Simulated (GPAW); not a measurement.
# CdSe (Cadmoselite) in GPAW: the effect of strain uniaxial z

The system is CdSe (Cadmoselite).

```
Cd Se
1.0
     4.30000    0.00000    0.00000
    -2.15000    3.72391    0.00000
     0.00000    0.00000    6.73920
Cd Se
2 2
Direct
  0.66667 0.33333 0.50000
  0.33333 0.66667 0.00000
  0.66667 0.33333 0.88500
  0.33333 0.66667 0.38500
```

Alike in all runs:

| Item | Value |
| --- | --- |
| Program | GPAW 26.7.0 |
| Task | band structure |
| Functional | PBEsol |
| Potentials or basis | PAW data sets generated in the run's folder for this functional |
| Cutoff | 600 eV |
| Basis | pw |
| k mesh | 5 × 5 × 3 |
| Occupations | fermi-dirac, width 0.05 eV |
| Spin | no spin polarisation |
| Maxiter | 150 |
| Band path | GMKGALHA,LM,KH |
| Band points | 80 |

Question: One run gave: gap on the mesh 0.49 eV; pressure -1.5 GPa; largest force 0.37 eV/Å. Which strain uniaxial z did it use?
A. -0.01
B. -0.04
C. 0.04
D. 0
E. -0.02

Answer: C.

| strain uniaxial z | gap on the mesh (eV) | pressure (GPa) | largest force (eV/Å) |
| --- | --- | --- | --- |
| -0.04 | 0.60 | 2.2 | 0.02 |
| -0.02 | 0.58 | 1.0 | 0.15 |
| -0.01 | 0.58 | 0.5 | 0.22 |
| 0 | 0.57 | 0.0 | 0.27 |
| 0.01 | 0.55 | -0.4 | 0.31 |
| 0.02 | 0.53 | -0.8 | 0.34 |
| 0.04 | 0.49 | -1.5 | 0.37 |

Caveats: the density grid can change from cell to cell, which puts small steps into energies and stress.

Runs at the PBE level aren't shown here.
